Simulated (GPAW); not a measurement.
Runs of GPAW 26.7.0 on Te2Mo. It takes space group P6_3/mmc (No. 194, hexagonal). The conventional cell has a = 3.518 Å, b = 3.518 Å, c = 13.974 Å, α = 90.00°, β = 90.00°, γ = 120.00°. Te (site symmetry 3m) has 3 Mo at 2.72 Å as nearest neighbours. Mo (site symmetry -6m2) is surrounded by 6 Te at 2.72 Å. 

```csv
task,level,potentials or basis,spin,k mesh,smearing,band path,band points,spin axis theta (degrees),spin axis phi (degrees),soc after scf,gap on the mesh (eV),pressure (GPa),largest force (eV/Å)
band structure,PBE,"GPAW PAW data sets (gpaw-data 1.2.1), pw","SOC, no magnetisation",7 × 7 × 2,fermi-dirac 0.05 eV,"GMKGALHA,LM,KH",60,90,0,second variation,0.81,2.3,0.10
single point,PBE,"GPAW PAW data sets (gpaw-data 1.2.1), pw",off,9 × 9 × 2,gaussian 0.012 eV,-,-,-,-,-,0.77,2.3,0.10
single point,PBE,"GPAW PAW data sets (gpaw-data 1.2.1), pw",off,9 × 9 × 2,gaussian 0.011 eV,-,-,-,-,-,0.77,2.3,0.10
band structure,BLYP,"PAW data sets generated in the run's folder for this functional, pw",off,9 × 9 × 2,fermi-dirac 0.05 eV,"GMKGALHA,LM,KH",80,-,-,-,0.81,(b),0.35
single point,PBE,"GPAW PAW data sets (gpaw-data 1.2.1), pw",off,9 × 9 × 2,gaussian 0.014 eV,-,-,-,-,-,0.77,2.3,0.10
band structure,revPBE,"the program's PAW data sets (release 1.2.1) made for this functional, pw",off,9 × 9 × 2,fermi-dirac 0.05 eV,"GMKGALHA,LM,KH",80,-,-,-,(a),3.8,0.18
band structure,PBE,"GPAW PAW data sets (gpaw-data 1.2.1), pw",off,9 × 9 × 2,fermi-dirac 0.05 eV,"GMKGALHA,LM,KH",80,-,-,-,0.77,2.3,0.10
```

Alike in all rows: cell as given; cutoff (eV) 600.

Question: Estimate the missing entries.

Answer: (a) 0.79; (b) 8.2.

Caveats: this functional lacks dispersion, which binds the layers, so the pressure and a relaxed spacing across them are unreliable; spin-orbit coupling is left out, which moves the levels of the heavy elements (some runs); an odd mesh through Γ misses points on the zone boundary, where band edges often lie (some runs); spin-orbit coupling was added after a scalar SCF, so levels and gaps hold it while energy, forces, pressure and moments don't (some runs); this program's spin-orbit splittings come out too wide for heavy elements (some runs); the mesh misses the band edges, which the band path finds closer together (some runs).

A k mesh can miss the band edges, and rows without SOC leave out spin-orbit coupling on Mo, Te.
